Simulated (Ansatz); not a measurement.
The calculation used DFT PBE, scalar-relativistic, plane waves, PAW (Ansatz 0.2.0). Settings: cutoff 420 eV, Γ-centred meshes spaced at most about 0.3 Å⁻¹, and about 0.25 Å⁻¹ or finer for metals (2π included), Gaussian smearing. No spin polarisation in the final relaxations.

These are static total energies at zero pressure.

Two relaxed structures of ZrC:

1.

```xyz
2
Lattice="3.1818 0.0000 0.0000 0.0000 3.1818 0.0000 0.0000 0.0000 4.1182" Properties=species:S:1:pos:R:3 pbc="T T T"
Zr    1.5909    1.5909    0.0000
C     0.0000    0.0000    0.0000
```

2.

```xyz
2
Lattice="3.2697 0.0000 0.0000 -1.6348 2.8316 0.0000 0.0000 0.0000 2.9400" Properties=species:S:1:pos:R:3 pbc="T T T"
Zr    0.0000    0.0000    0.0000
C     1.6348    0.9439    1.4700
```

Question: Which is lower in energy, and by how much?

Answer: Cell 2 is lower, by 0.56 eV/atom. Cell 1 has space group P4/mmm (No. 123), 20.8 Å³/atom and no gap on its mesh; cell 2 has the tungsten carbide type, space group P-6m2 (No. 187), 13.6 Å³/atom and no gap. Counting C atoms around Zr (those within 1.25 times the shortest such distance or 1.15 times the sum of covalent radii), cell 1 has Zr 4 and cell 2 has Zr 6. The denser one is the lower, and pressure would at first widen the difference. In cell 1, Zr is surrounded by 4 C at 2.25 Å and 4 Zr at 3.18 Å; C has 4 Zr at 2.25 Å. In cell 2, Zr is surrounded by 6 C at 2.39 Å and 2 Zr at 2.94 Å; around C lie 6 Zr at 2.39 Å. Both come from invented guesses. A third cell relaxed alike, in Fm-3m (a measured cell (COD)), lies 0.72 eV/atom below the lower of the two.

Cells relaxed within their symmetry can be saddle points.
